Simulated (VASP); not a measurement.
# InP (F-43m) in VASP: further runs, part 2 of 2

VASP 6.6.1. The steps go on from the part before.

## 3. Single point, LDA, non-collinear spin, zero start, spin-orbit coupling

INCAR reads:

```
PREC     = Accurate       # precision mode
ENCUT    = 520            # plane-wave cutoff, eV
EDIFF    = 1E-6           # SCF threshold, eV
ISMEAR   = 0              # smearing method
SIGMA    = 0.01           # smearing width, eV
LREAL    = False          # projectors in reciprocal space
LASPH    = True           # aspherical terms in the spheres
NELM     = 150            # most SCF steps
ALGO     = Normal         # electronic algorithm
ISIF     = 2              # what is computed and relaxed
LWAVE    = False          # write WAVECAR
LCHARG   = False          # write CHGCAR
MAGMOM   = 0 0 0 0 0 0    # initial moments
LORBIT   = 11             # projections on sites
LSORBIT  = True           # spin-orbit coupling
GGA_COMPAT= False        
LORBMOM  = True         
GGA      = CA             # functional
NBANDS   = 30             # bands
```

KPOINTS reads:

```
regular mesh
0
Gamma
  6 6 6
```

POSCAR reads:

```
InP
1.0
    0.0000000000      2.9305000000      2.9305000000
    2.9305000000      0.0000000000      2.9305000000
    2.9305000000      2.9305000000      0.0000000000
In P
1 1
Direct
    0.0000000000      0.0000000000      0.0000000000
    0.2500000000      0.2500000000      0.2500000000
```

Potentials or basis: VASP PAW LDA potentials, release 64 (In_d, P).

The run is started by

```bash
$ cat potpaw_LDA.64/In_d/POTCAR potpaw_LDA.64/P/POTCAR > POTCAR
$ mpirun -np 1 vasp_ncl > vasp.out
```

OUTCAR:

```text
PREC = Accurate
   ENCUT = 520
   EDIFF = 1E-6
   ISMEAR = 0
   LREAL = False
   LASPH = True
   NELM = 150
   ISIF = 2
   LORBIT = 11
   LSORBIT = True
   GGA = CA

 ion  position               nearest neighbor table
   1  0.000  0.000  0.000-   2 2.54   2 2.54   2 2.54   2 2.54
   2  0.250  0.250  0.250-   1 2.54   1 2.54   1 2.54   1 2.54

  LATTYP: Found a face centered cubic cell.
 ALAT       =     5.8610000000

  Lattice vectors:

 A1 = (   0.0000000000,   2.9305000000,   2.9305000000)
 A2 = (   2.9305000000,   0.0000000000,   2.9305000000)
 A3 = (   2.9305000000,   2.9305000000,   0.0000000000)

Analysis of symmetry for initial positions (statically):
=====================================================================
 Subroutine PRICEL returns:
 Original cell was already a primitive cell.

 Routine SETGRP: Setting up the symmetry group for a
 face centered cubic supercell.

 Subroutine GETGRP returns: Found 24 space group operations
 (whereof 24 operations were pure point group operations)
 out of a pool of 48 trial point group operations.
[... 984 lines left out ...]
     0.0000000     0.0000000     0.0000000     0.0000000     0.0000000     0.0000000     0.0000000
     0.0000000     0.0000000     0.0000000     0.0000000     0.0000000     0.0000000     0.0000000
     0.0000000     0.0000000     0.0000000     0.0000000     0.0000000     0.0000000     0.0000000
     0.0000000     0.0000000     0.0000000     0.0000000     0.0000000     0.0000000     0.0000000
     0.0000000     0.0000000     0.0000000     0.0000000     0.0000000     0.0000000     0.0000000
     0.0000000     0.0000000     0.0000000     0.0000000     0.0000000     0.0000000     0.0000000

 Ion:    2  E_soc:     -0.0011541
 l=   1
     0.0000000    -0.0001924    -0.0001924
    -0.0001924     0.0000000    -0.0001924
    -0.0001924    -0.0001924     0.0000000
 l=   2
     0.0000000     0.0000000     0.0000000     0.0000000     0.0000000
     0.0000000     0.0000000     0.0000000     0.0000000     0.0000000
     0.0000000     0.0000000     0.0000000     0.0000000     0.0000000
     0.0000000     0.0000000     0.0000000     0.0000000     0.0000000
     0.0000000     0.0000000     0.0000000     0.0000000     0.0000000
 l=   3
     0.0000000     0.0000000     0.0000000     0.0000000     0.0000000     0.0000000     0.0000000
     0.0000000     0.0000000     0.0000000     0.0000000     0.0000000     0.0000000     0.0000000
     0.0000000     0.0000000     0.0000000     0.0000000     0.0000000     0.0000000     0.0000000
     0.0000000     0.0000000     0.0000000     0.0000000     0.0000000     0.0000000     0.0000000
     0.0000000     0.0000000     0.0000000     0.0000000     0.0000000     0.0000000     0.0000000
     0.0000000     0.0000000     0.0000000     0.0000000     0.0000000     0.0000000     0.0000000
     0.0000000     0.0000000     0.0000000     0.0000000     0.0000000     0.0000000     0.0000000

 total charge

# of ion       s       p       d       tot
------------------------------------------
    1        0.843   0.786   9.897  11.525
    2        1.033   1.486   0.000   2.519
--------------------------------------------------
tot          1.876   2.272   9.897  14.044

 magnetization (x)

# of ion       s       p       d       tot
------------------------------------------
    1       -0.000   0.000   0.000   0.000
    2        0.000  -0.000   0.000  -0.000
--------------------------------------------------
tot          0.000  -0.000   0.000  -0.000

 magnetization (y)

# of ion       s       p       d       tot
------------------------------------------
    1        0.000  -0.000   0.000  -0.000
    2        0.000   0.000   0.000   0.000
--------------------------------------------------
tot          0.000  -0.000   0.000  -0.000

 magnetization (z)

# of ion       s       p       d       tot
------------------------------------------
    1       -0.000  -0.000   0.000  -0.000
    2        0.000  -0.000   0.000  -0.000
--------------------------------------------------
tot         -0.000  -0.000   0.000  -0.000
```

OSZICAR:

```text
N       E                     dE             d eps       ncg     rms          rms(c)
DAV:   1     0.156493719751E+03    0.15649E+03   -0.80298E+03  1332   0.136E+03
DAV:   2     0.779923548267E+01   -0.14869E+03   -0.14170E+03  1344   0.364E+02
DAV:   3    -0.932267525706E+01   -0.17122E+02   -0.16808E+02  1646   0.128E+02
DAV:   4    -0.100925715582E+02   -0.76990E+00   -0.76818E+00  1628   0.276E+01
DAV:   5    -0.101328328697E+02   -0.40261E-01   -0.40255E-01  1996   0.595E+00    0.588E+00
DAV:   6    -0.973778315318E+01    0.39505E+00   -0.49743E-01  1906   0.137E+01    0.341E+00
DAV:   7    -0.970148974945E+01    0.36293E-01   -0.22024E-01  2044   0.351E+00    0.130E+00
DAV:   8    -0.969562969793E+01    0.58601E-02   -0.17528E-02  2044   0.179E+00    0.774E-01
DAV:   9    -0.969502804451E+01    0.60165E-03   -0.18167E-03  1556   0.285E-01    0.239E-01
DAV:  10    -0.969493959389E+01    0.88451E-04   -0.82450E-04  1900   0.524E-01    0.133E-01
DAV:  11    -0.969492078123E+01    0.18813E-04   -0.18382E-04  2028   0.211E-01    0.287E-02
DAV:  12    -0.969492142170E+01   -0.64047E-06   -0.22451E-05  1706   0.375E-02    0.235E-02
DAV:  13    -0.969492116255E+01    0.25915E-06   -0.13271E-06  1416   0.839E-03
   1 F= -.96949212E+01 E0= -.96949212E+01  d E =-.124848E-26  mag=     0.0000     0.0000     0.0000
```

It took 48 s on 1 thread of Intel Xeon Platinum 8488C (Sapphire Rapids), shared host; peak memory 0.26 GiB.

Results:

```
Free energy                                           : -9.6949 eV
Pressure                                              : -1.2 GPa
Net moment                                            : 0.00 μB per cell
Valence electrons inside the program's atomic spheres : In 11.53; P 2.52
```

Moments on the atoms (μB; x, y, z):
```
In  0.00 0.00 0.00
P   0.00 0.00 0.00
```

## 4. Comparison with measurements

Step 2. A measured gap of InP is 1.4236 eV (direct; 1.6 K; a printed reference work, data compilation); the calculated 0.51 eV misses it by -0.92 eV. Spin-orbit coupling on In is left out. The value is that of LDA, without temperature or zero-point motion. Semilocal functionals fall short of measured gaps as a rule.
